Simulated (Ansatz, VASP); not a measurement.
HfO2: VASP beside Ansatz

File INCAR:

```
PREC = Accurate
ENCUT = 520
EDIFF = 1E-6
ISMEAR = 0
SIGMA = 0.05
LREAL = False
LASPH = True
NELM = 80
ALGO = Normal
ISIF = 2
LWAVE = False
LCHARG = False
GGA = PS
NBANDS = 18
```

The input KPOINTS:

```
regular mesh
0
Gamma
  8 8 8
```

The input POSCAR:

```
HfO2
1.0
    0.0000000000      2.5575000000      2.4296250000
    2.5575000000      0.0000000000      2.4296250000
    2.5575000000      2.5575000000      0.0000000000
Hf O
1 2
Direct
    0.0000000000      0.0000000000      0.0000000000
    0.2500000000      0.2500000000      0.2500000000
    0.7500000000      0.7500000000      0.7500000000
```

Input for Ansatz:

```yaml
crystal:
  lattice:
    - [0.0, 2.5575, 2.429625]
    - [2.5575, 0.0, 2.429625]
    - [2.5575, 2.5575, 0.0]
  atoms:
    - { symbol: Hf, position: [0.0, 0.0, 0.0] }
    - { symbol: O, position: [0.25, 0.25, 0.25] }
    - { symbol: O, position: [0.75, 0.75, 0.75] }
basis:
  ecutwfc: 420
kpoints:
  mp_grid: { grid: [8, 8, 8] }
hamiltonian:
  xc: pbesol
scf:
  occupations: { method: gaussian, width: 0.05 }
output:
  forces: true
  stress: true
  eigenvalues: true
```

Change from the starting cell: strain +0.000 along x and y, -0.050 along z, atoms carried along.

Alike in both runs: task single point; functional PBEsol; k mesh 8 × 8 × 8; occupations gaussian, width 0.05 eV; no spin polarisation.

|  | VASP | Ansatz |
| --- | --- | --- |
| version | VASP 6.6.1 | Ansatz 0.2.0 |
| potentials or method | VASP PAW PBE potentials, release 64 (Hf_pv, O) | scalar-relativistic, plane waves, PAW |
| plane-wave cutoff (eV) | 520 | 420 |
| valence electrons in the cell | 22 | 38 |

```csv
,VASP,Ansatz,Ansatz less VASP
gap on the k mesh at the Fermi level (eV),3.12,3.12,-0.003
least direct gap on the mesh (eV),3.29,3.27,-0.015
pressure (GPa),-1.2,2.6,+3.77
largest component of the traceless stress (GPa),16.47,16.16,-0.310
```

The two sets of potentials don't hold the same shells in valence.

Caveats: the PAW data sets were made with another functional, which shifts forces and pressure a little (VASP); spin-orbit coupling is left out, which moves the levels of the heavy elements. A k mesh can miss the band edges.
